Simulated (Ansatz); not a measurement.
# AlN (P6_3mc) in Ansatz: further runs, part 2 of 2

Ansatz 0.2.0.

**4. Elastic constants, PBE**

The input, input.yaml:

```yaml
crystal:
  lattice:
    - [3.113, 0.0, 0.0]
    - [-1.5565, 2.695937082, 0.0]
    - [0.0, 0.0, 4.981]
  atoms:
    - { symbol: Al, position: [0.6666666667, 0.3333333333, 0.5] }
    - { symbol: Al, position: [0.3333333333, 0.6666666667, 0.0] }
    - { symbol: "N", position: [0.6666666667, 0.3333333333, 0.88] }
    - { symbol: "N", position: [0.3333333333, 0.6666666667, 0.38] }
hamiltonian:
  xc: pbe
  pseudopotentials: { kind: paw }
kpoints:
  mp_grid: { grid: [7, 7, 5] }
scf:
  occupations: { method: fixed }
output:
  forces: true
  stress: true
elastic:
  mode: relaxed_ion
  stencil: two_point
```

Potentials or basis: Ansatz PAW.

Started as:

```bash
$ ansatz run input.yaml --threads 2 --pin off --max-ram 5632MiB --backend cpu --events-out ev --progress --plain --runs-dir out
```

What it wrote:

```text
Warning: RAYON_NUM_THREADS=2 ignored (pool sized by the plan → 2); use --threads N
Engine: ansatz 0.2.0, x86_64-unknown-linux-gnu
Pseudopotentials: kind: paw
Pseudopotential: Al, paw, valence charge 3, recommended cutoff 420 eV (normal), Al.paw.azcp
Pseudopotential: N, paw, valence charge 5, recommended cutoff 420 eV (normal), N.paw.azcp
Functional definition: PBE
  parameter kappa = 0.804
  parameter beta = 0.06672455060314922
  exchange = pbe_x(kappa = kappa, mu = beta*pi^2/3)
  correlation = pbe_c(beta = beta)
Crystal: 4 atoms, lattice volume = 41.803 Å³
Basis set: ecut = 420 eV, 809 PW (Γ), exchange–correlation on 48×48×72 points (8 copies of the dense FFT grid, shifted against one another)
Bands: 12, of which v1, the nominal top of the filled ones, is band 8 counted from 1 (7 counted from 0)
Symmetry: 12 space group operations
Space group: P63mc (ITA 186), of the structure as read, at distance tolerance 3.5e-5 Å
k-points: 24 of 245 (time reversal used)
Non-local potential: Al, projectors of the file, l = 0: 2, l = 1: 2, l = 2: 1
Non-local potential: N, projectors of the file, l = 0: 2, l = 1: 2, l = 2: 1
PAW form: soft (Blöchl's): semilocal exchange-correlation on the pseudo side does not see the compensation charge
PAW one-centre angular grid: Al, 110 points (default); XC on 64 Gauss nodes
PAW one-centre angular grid: N, 110 points (default); XC on 64 Gauss nodes
Initial density: superposition of atomic densities (neutral atoms: chi_scale 0, normalization atom), corrected by the library's trained network
Initial wavefunctions: pseudopotential atomic-orbital guess
Functional: x = pbe(κ = 0.804, μ = 0.2195149727645171), c = pbe(β = 0.06672455060314922)
SCF iter   1: F=—  HF=-1848.497292 eV  |F-HF|=—  |Δ(HF+E_count)|=         —  Δρ=8.25e-4  dr2=1.37e-4  ethr=1.77e-3  ⟨swp⟩=5.1  Hψ=1596  notcnv=0  defer=45
preconditioner: auto → none  [insulator: Δε(μ)=4.209 eV  Ē_g=13.126 eV  n_scr=2 (ndim 8)  ℏωp=23.0 eV  f_vac=0.000  ε∞_Penn≈4.1]
SCF iter   2: F=—  HF=-1848.497602 eV  |F-HF|=—  |Δ(HF+E_count)|=   3.09e-4  Δρ=4.27e-4  dr2=2.28e-5  ethr=8.58e-7  ⟨swp⟩=2.3  Hψ=716  notcnv=0  defer=48
SCF iter   3: F=—  HF=-1848.497442 eV  |F-HF|=—  |Δ(HF+E_count)|=   1.59e-4  Δρ=1.88e-4  dr2=5.51e-6  ethr=1.42e-7  ⟨swp⟩=2.0  Hψ=435  notcnv=0  defer=18
SCF iter   4: F=—  HF=-1848.497461 eV  |F-HF|=—  |Δ(HF+E_count)|=   1.83e-5  Δρ=1.38e-5  dr2=3.66e-8  ethr=3.44e-8  ⟨swp⟩=2.0  Hψ=480  notcnv=0  defer=6
SCF iter   5: F=—  HF=-1848.497461 eV  |F-HF|=—  |Δ(HF+E_count)|=   3.19e-7  Δρ=3.23e-6  dr2=1.78e-9  ethr=2.29e-10  ⟨swp⟩=2.8  Hψ=514  notcnv=0  defer=2
SCF iter   6: F=—  HF=-1848.497461 eV  |F-HF|=—  |Δ(HF+E_count)|=   3.74e-9  Δρ=2.89e-7  dr2=1.69e-11  ethr=1.11e-11  ⟨swp⟩=2.2  Hψ=478  notcnv=0  defer=2
SCF iter   7: F=—  HF=-1848.497461 eV  |F-HF|=—  |Δ(HF+E_count)|=  2.55e-11  Δρ=5.04e-8  dr2=6.84e-13  ethr=1.06e-13 (applied; sched 1.00e-12)  ⟨swp⟩=2.0  Hψ=474  notcnv=0  defer=2
SCF iter   8: F=-1848.497461 eV  HF=-1848.497461 eV  |F-HF|=4.55e-13  |Δ(HF+E_count)|=  9.09e-13  Δρ=1.03e-8  dr2=1.58e-14  ethr=1.00e-12  ⟨swp⟩=5.2  Hψ=1438  notcnv=0
SCF 1 converged in 8 iterations: F = -1848.497461 eV  dr2 = 1.58e-14
relax step   1: F+E_penalty+E_count = -1848.49746104 eV  Δ(F+E_penalty+E_count) = +0.000e0 eV  max|allowed force component| = 1.295e-1 eV/Å  Δτ_max = 0.0000 Å  (8 SCF iters, accepted)
Initial density: handed on by an earlier stage of this run
Initial wavefunctions: pseudopotential atomic-orbital guess (no wavefunctions were taken with the density)
iter 1 solved again at ethr=1.21e-5 eV; its pass at ethr=3.10e-3 eV (dr2=1.94e-3 eV) is discarded
SCF iter   1: F=—  HF=-1848.499203 eV  |F-HF|=—  |Δ(HF+E_count)|=         —  Δρ=2.34e-3  dr2=1.94e-3  ethr=1.21e-5  ⟨swp⟩=2.1  Hψ=2151  notcnv=0  defer=48
preconditioner: auto → none  [insulator: Δε(μ)=4.199 eV  Ē_g=13.129 eV  n_scr=2 (ndim 8)  ℏωp=23.0 eV  f_vac=0.000  ε∞_Penn≈4.1]
SCF iter   2: F=—  HF=-1848.498316 eV  |F-HF|=—  |Δ(HF+E_count)|=   8.87e-4  Δρ=5.01e-4  dr2=9.20e-5  ethr=1.21e-5  ⟨swp⟩=2.8  Hψ=502  notcnv=0  defer=48
SCF iter   3: F=—  HF=-1848.498052 eV  |F-HF|=—  |Δ(HF+E_count)|=   2.64e-4  Δρ=9.16e-5  dr2=5.50e-7  ethr=5.75e-7  ⟨swp⟩=2.0  Hψ=437  notcnv=0  defer=6
SCF iter   4: F=—  HF=-1848.498050 eV  |F-HF|=—  |Δ(HF+E_count)|=   1.63e-6  Δρ=1.60e-5  dr2=9.91e-8  ethr=3.44e-9  ⟨swp⟩=2.7  Hψ=486  notcnv=0  defer=1
SCF iter   5: F=—  HF=-1848.498050 eV  |F-HF|=—  |Δ(HF+E_count)|=   2.91e-8  Δρ=2.18e-6  dr2=1.01e-9  ethr=6.19e-10  ⟨swp⟩=2.1  Hψ=437  notcnv=0  defer=1
SCF iter   6: F=—  HF=-1848.498050 eV  |F-HF|=—  |Δ(HF+E_count)|=  1.32e-10  Δρ=6.68e-7  dr2=5.21e-11  ethr=6.29e-12  ⟨swp⟩=2.4  Hψ=478  notcnv=0  defer=1
[... 368 lines left out ...]
E sigma→0 (E₀):  -1848.498746 eV
Fermi energy:    7.152169 eV
--- Per-component energies (eV) ---
  E_band       = 30.379445
  E_kinetic    = 318.949264
  E_local      = -448.256187  (includes V_loc(G=0)·N_el)
  E_nonlocal   = 110.835542
  E_hartree    = 155.685245
  E_xc         = -203.725045
  E_vxc        = -215.994595  (∫ρ·V_xc dr)
  E_paw        = -1190.318640  (= ΣΔE_a)
  E_vpaw       = -46.525264  (= ΣTr[D̂ρ^β])
  E_aug_tail   = 0.000194  (compensation charges beyond the density's cutoff)
  E_ewald      = -591.669120
  E_smearing   = -0.000000  (= −TS)
  E_closure    = 0.000000  (closes the sum)
  Σ components = -1848.498746   (vs F -1848.498746, Δ=0.00e0)
--- Forces (eV/Å), atoms counted from 1 ---
  atom   1  Al     0.00000000     0.00000000    -0.00000764
  atom   2  Al     0.00000000    -0.00000000    -0.00000764
  atom   3  N      0.00000000    -0.00000000    -0.00000781
  atom   4  N      0.00000000     0.00000000    -0.00000781
  max |Σ_I F_I| component: 3.09e-5 eV/Å
--- Stress (GPa, compression-positive) ---
        3.614333       0.000000      -0.000000
        0.000000       3.614333       0.000000
       -0.000000       0.000000       3.796580
  P = ⅓ Tr σ = 3.6751 GPa (36.751 kbar)
--- Band table (eV; the first three rows and the last of 24) ---
  k-point 0: bands = ["-8.0266", "-5.8848", "1.1677", "6.2769", "6.2769", "6.9264", "6.9264", "7.1522", "11.3347", "13.7949", "17.7545", "18.2893"]
  k-point 1: bands = ["-7.8742", "-6.1743", "1.6914", "6.3216", "6.3357", "6.3357", "6.8608", "6.8608", "12.0102", "13.8845", "17.5154", "18.2530"]
  k-point 2: bands = ["-7.4403", "-6.8086", "3.0057", "4.6841", "6.4926", "6.4926", "6.6931", "6.6931", "13.1537", "13.8594", "17.2876", "17.9049"]
  k-point 23: bands = ["-5.6428", "-5.4917", "2.2155", "2.2558", "3.4358", "3.9880", "6.0042", "6.3577", "13.7596", "14.3343", "15.6240", "15.7420"]
--- Elastic constants: 3 strain directions × 2 members + reference (group order 12) ---
  dense FFT box of the reference and of every strained cell: 24×24×36
  strains applied: 11, 33, 23; error gains: componentwise 1.00 (the most a stress slope's error grows in a printed constant), spectral 1.41 (1 for all six strains in a standard setting)
  reference relaxed by the batch: 5 steps; max|allowed force component| 1.29e-1 eV/Å at the deck's positions, 9.79e-8 at the last accepted step, 8.44e-8 by the solve of record
  largest displacement 5.0e-3 Å; the constants are those of the deck's cell at these positions:
  atoms:
    - { symbol: Al, position: [0.6666666666666666, 0.33333333333333337, 0.4989945850468697] }
    - { symbol: Al, position: [0.33333333333333337, 0.6666666666666667, -0.0010054149531303473] }
    - { symbol: N, position: [0.6666666666666666, 0.33333333333333337, 0.8810054149531306] }
    - { symbol: N, position: [0.33333333333333337, 0.6666666666666667, 0.3810054149531304] }
  C = ∂σ_k/∂η_j (tension-positive GPa; Voigt order 11 22 33 23 13 12):
       386.200    141.507    110.904      0.000     -0.000      0.000
       141.507    386.200    110.904     -0.000      0.000      0.000
       111.322    111.322    362.924      0.000     -0.000     -0.000
         0.000     -0.000      0.000    112.726     -0.000     -0.000
        -0.000      0.000     -0.000     -0.000    112.726     -0.000
        -0.000      0.000     -0.000      0.000      0.000    122.346
  reference stress σ⁰ (GPa):     -3.614     -3.614     -3.797     -0.000      0.000     -0.000
  C* (energy form; C + prestress term) asymmetry max|C*_kj − C*_jk| = 2.359e-1 GPa — a small one proves nothing (zero by symmetry where the batch's group is 432, −43m or m−3m); a large one is finite-difference/SCF noise where every solve meets its electron count
  moduli (Voigt/Reuss/Hill, GPa): K = 206.98/206.19/206.58   G = 121.00/120.39/120.69   E = 303.06   ν = 0.255
  mechanically stable: yes (min eigenvalue of sym C = 112.73 GPa)
  strain η (Voigt 11):  stress-route row diagonal C_11 = 386.20 GPa, energy-path curvature d²(F+E_count+ΔE)/dδ²/Ω₀ = 387.22 GPa
         δ    σ_11 (GPa)             F (eV)   n_scf  n_hpsi   n_pw
    -2.000e-3      -4.3919       -1848.4966795      10   11193    827   relax 5 steps, max|allowed force component| 4.09e-6 eV/Å
     2.000e-3      -2.8471       -1848.5005044      10   11164    830   relax 3 steps, max|allowed force component| 1.02e-5 eV/Å
  strain η (Voigt 33):  stress-route row diagonal C_33 = 362.92 GPa, energy-path curvature d²(F+E_count+ΔE)/dδ²/Ω₀ = 363.60 GPa
         δ    σ_33 (GPa)             F (eV)   n_scf  n_hpsi   n_pw
    -2.000e-3      -4.5222       -1848.4965688      10    5573    825   relax 3 steps, max|allowed force component| 1.40e-6 eV/Å
     2.000e-3      -3.0705       -1848.5006243      10    5574    833   relax 3 steps, max|allowed force component| 1.93e-6 eV/Å
  strain η (Voigt 23):  stress-route row diagonal C_44 = 112.73 GPa, energy-path curvature d²(F+E_count+ΔE)/dδ²/Ω₀ = 114.50 GPa
         δ    σ_23 (GPa)             F (eV)   n_scf  n_hpsi   n_pw
    -2.000e-3      -0.2255       -1848.4986911      10   16917    827   relax 3 steps, max|allowed force component| 2.46e-5 eV/Å
     2.000e-3       0.2255       -1848.4986911      10   16751    827   relax 5 steps, max|allowed force component| 4.78e-6 eV/Å
```

It took 1.7 min on 2 threads of Intel Xeon at 2.50GHz (Skylake/Cascade Lake), shared host; peak memory 0.37 GiB.

What came out:

```yaml
Free_energy: -1848.4987 eV
Pressure: 3.7 GPa
Band_gap_on_the_k_mesh: 4.18 eV, direct
Voigt_bulk_modulus: 207 GPa
```

Elastic tensor in Voigt notation (GPa, in the Cartesian axes of the cell as first typed):
```
386 142 111   0   0   0
142 386 111   0   0   0
111 111 363   0   0   0
  0   0   0 113   0   0
  0   0   0   0 113   0
  0   0   0   0   0 122
```

Caveat: the cell is more than 3 GPa from zero pressure, which shifts response properties; odd divisions of the mesh miss points on the zone boundary, where band edges often lie, so the gap on the mesh can be too wide; the pressure holds a Pulay correction of +0.5 GPa for the finite cutoff.

**5. The runs side by side**

| task | level | k mesh | atoms under strain | gap on the mesh (eV) |
| --- | --- | --- | --- | --- |
| Born charges and dielectric tensor | LDA | 10 × 10 × 6 | - | 4.24 |
| phonons | PBE | 7 × 7 × 5 | - | 4.21 |
| elastic constants | PBE | 7 × 7 × 5 | relaxed | 4.18 |

Alike in all rows: potentials or basis Ansatz PAW; no spin polarisation; cell as given; cutoff (eV) 420; smearing fixed.

On the cell as given the gap runs from 4.18 eV (PBE) to 4.24 eV (LDA); the meshes differ, which moves gaps too.

Caveats: odd divisions of the mesh miss points on the zone boundary, where band edges often lie, so the gap on the mesh can be too wide (some runs); the PAW data sets come from PBE, with cores solved anew for the run's functional, which leaves a small shift of forces and pressure (some runs); the cell is more than 3 GPa from zero pressure, which shifts response properties (some runs).

Absolute energies hang on the potentials; compare differences alone.

**6. Against experiment**

Step 2. Against the measured gap of AlN, 6.034 eV (an exciton energy, a little under the gap; 10 K; quoted in “Self-assembly of well-separated AlN nanowires directly on sputtered metallic TiN films”, 2019, arxiv:1910.07391), the calculated 4.24 eV is off by -1.80 eV. 2 values of this kind are on record (6.034 to 6.0343 eV); this one was drawn at random. The value is that of LDA on a finite k mesh, which can miss the band edges, without temperature or zero-point motion. Semilocal functionals fall short of measured gaps as a rule.

Step 3. Against the measured gap of AlN, 6.034 eV (an exciton energy, a little under the gap; 10 K; quoted in “Self-assembly of well-separated AlN nanowires directly on sputtered metallic TiN films”, 2019, arxiv:1910.07391), the calculated 4.21 eV is off by -1.82 eV. 2 values of this kind are on record (6.034 to 6.0343 eV); this one was drawn at random. The value is that of PBE, without temperature or zero-point motion. Semilocal functionals fall short of measured gaps as a rule.

Step 4. Measured gap of AlN: 6.034 eV (an exciton energy, a little under the gap; 10 K; quoted in “Self-assembly of well-separated AlN nanowires directly on sputtered metallic TiN films”, 2019, arxiv:1910.07391). This calculation gives 4.18 eV (-1.85 eV). 2 values of this kind are on record (6.034 to 6.0343 eV); this one was drawn at random. The value is that of PBE, without temperature or zero-point motion. Semilocal functionals fall short of measured gaps as a rule.
